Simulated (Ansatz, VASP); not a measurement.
## InPd: VASP beside Ansatz

The input POSCAR:

```
InPd
1.0
    3.2499251601      0.0000000000      0.0000000000
    0.0000000000      3.2499251601      0.0000000000
    0.0000000000      0.0000000000      3.2499251601
In Pd
1 1
Direct
    0.0000000000      0.0000000000      0.0000000000
    0.5000000000      0.5000000000      0.5000000000
```

Contents of INCAR.step1:

```
PREC     = Accurate       # precision mode
ENCUT    = 520            # plane-wave cutoff, eV
ISMEAR   = -1             # smearing method
SIGMA    = 0.05           # smearing width, eV
LREAL    = False          # projectors in reciprocal space
LASPH    = True           # aspherical terms in the spheres
NELM     = 100            # most SCF steps
NBANDS   = 18             # bands
GGA      = PE             # functional
ALGO     = Normal         # electronic algorithm
EDIFF    = 1E-4           # SCF threshold, eV
LWAVE    = True           # write WAVECAR
LCHARG   = False          # write CHGCAR
```

Contents of INCAR.step2:

```
PREC     = Accurate       # precision mode
ENCUT    = 520            # plane-wave cutoff, eV
EDIFF    = 1E-7           # SCF threshold, eV
ISMEAR   = -1             # smearing method
SIGMA    = 0.05           # smearing width, eV
LREAL    = False          # projectors in reciprocal space
LASPH    = True           # aspherical terms in the spheres
NELM     = 100            # most SCF steps
ALGO     = Normal         # electronic algorithm
ISIF     = 2              # what is computed and relaxed
LWAVE    = False          # write WAVECAR
LCHARG   = False          # write CHGCAR
METAGGA  = R2SCAN         # meta-GGA
LMIXTAU  = True         
NBANDS   = 18             # bands
ISTART   = 1
```

The input KPOINTS:

```
Automatic mesh
0
Gamma
  8 8 8
```

input.yaml

```yaml
crystal:
  lattice:
    - [3.2499251601, 0.0, 0.0]
    - [0.0, 3.2499251601, 0.0]
    - [0.0, 0.0, 3.2499251601]
  atoms:
    - { symbol: In, position: [0.0, 0.0, 0.0] }
    - { symbol: Pd, position: [0.5, 0.5, 0.5] }
hamiltonian:
  xc: r2scan
  pseudopotentials: { kind: paw }
kpoints:
  mp_grid: { grid: [8, 8, 8] }
scf:
  occupations: { method: fermi_dirac, width: 0.05 }
output:
  forces: true
  stress: true
  eigenvalues: true
  write_density: true
  write_potential: true
  elf: true
  volumetric_format: npy
```

The cell comes from a database or a generator and needn't be the stable form of this composition.

Alike in both runs: task single point; functional r2SCAN; k mesh 8 × 8 × 8; occupations fermi-dirac, width 0.05 eV; no spin polarisation.

|  | VASP | Ansatz |
| --- | --- | --- |
| version | VASP 6.6.1 | Ansatz 0.2.0 |
| potentials or method | VASP PAW PBE potentials, release 64 (In_d, Pd) | Ansatz PAW |
| plane-wave cutoff (eV) | 520 | 500 |
| valence electrons in the cell | 23 | 31 |

```tsv
	VASP	Ansatz	Ansatz less VASP
gap on the k mesh at the Fermi level (eV)	none	none	-
pressure (GPa)	2.8	2.2	-0.63
```

A gap of «none» marks a metal or a gap that the smearing closes. With one functional, cell and mesh, what is left measures potentials, basis and numerics. The two sets of potentials don't hold the same shells in valence.

Caveats: the PAW data sets were made with another functional, which shifts forces and pressure a little (VASP); the PAW data sets come from PBE, with cores solved anew for the run's functional, which leaves a small shift of forces and pressure (Ansatz).
